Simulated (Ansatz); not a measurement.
Fe:

```xyz
1
Lattice="0.0000 1.9417 1.9651 1.4984 0.0000 1.9651 1.4984 1.9417 0.0000" Properties=species:S:1:pos:R:3 pbc="T T T"
Fe    0.0000    0.0000    0.0000
```

```yaml
Program: Ansatz 0.2.0
Task: relaxation of cell and atoms
Functional: RPBE
Potentials_or_basis: Ansatz PAW
Cutoff: "420 eV (not typed: the program's choice for these potentials)"
k_mesh: 13 × 13 × 13
Occupations: fermi-dirac, width 0.05 eV
Spin: collinear spin, ferromagnetic start
Starting_moments: "[3.0] μB"
```

At the start: volume 11.44 Å³/atom.

Problem. Where does the relaxation end?

Solution. It ends after 9 steps and the volume is 11.69 Å³/atom (+2.3 %); space group Im-3m (No. 229, to 0.05 Å); moment 2.21 μB per cell.

The path:
```
step  energy change (eV)  largest force (eV/Å)  volume (Å³)
   1              0.0000                0.0000        11.44
   2             -0.0131                0.0000        11.61
   3             -0.0195                0.0000        11.69
   4             -0.0202                0.0000        11.69
   5             -0.0202                0.0000        11.69
   6             -0.0202                0.0000        11.69
   7             -0.0205                0.0000        11.69
   8             -0.0205                0.0000        11.69
   9             -0.0205                0.0000        11.69
```

Final structure:
```
Fe
1.0
     0.00000    2.02207    2.02218
     1.42993    0.00000    2.02218
     1.42993    2.02207    0.00000
Fe
1
Direct
  0.00000 0.00000 0.00000
```

Caveat: the plane-wave basis is chosen anew once the cell has moved, so the energies of steps on either side of that aren't comparable; the PAW data sets come from PBE, with cores solved anew for the run's functional, which leaves a small shift of forces and pressure.
